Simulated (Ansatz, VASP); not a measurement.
## Cu in VASP and in Ansatz

```
CELL_PARAMETERS angstrom
0.00000 1.78872 1.78872
1.78872 0.00000 1.78872
1.78872 1.78872 0.00000
ATOMIC_POSITIONS crystal
Cu 0.00000 0.00000 0.00000
```

Alike in both runs: task single point; functional LDA; k mesh 8 × 8 × 8; occupations gaussian, width 0.1 eV; no spin polarisation.

```csv
,VASP,Ansatz
version,VASP 6.6.1,Ansatz 0.2.0
potentials or method,"VASP PAW LDA potentials, release 64 (Cu)","scalar-relativistic, plane waves, PAW"
plane-wave cutoff (eV),520,420
valence electrons in the cell,11,19
```

```csv
,VASP,Ansatz,Ansatz less VASP
gap on the k mesh at the Fermi level (eV),none,none,-
pressure (GPa),-6.6,-7.4,-0.81
```

A gap of «none» marks a metal or a gap that the smearing closes. The two sets of potentials don't hold the same shells in valence.

Caveats: the k mesh is coarse (spacing up to 0.38 Å⁻¹), so the values aren't converged.
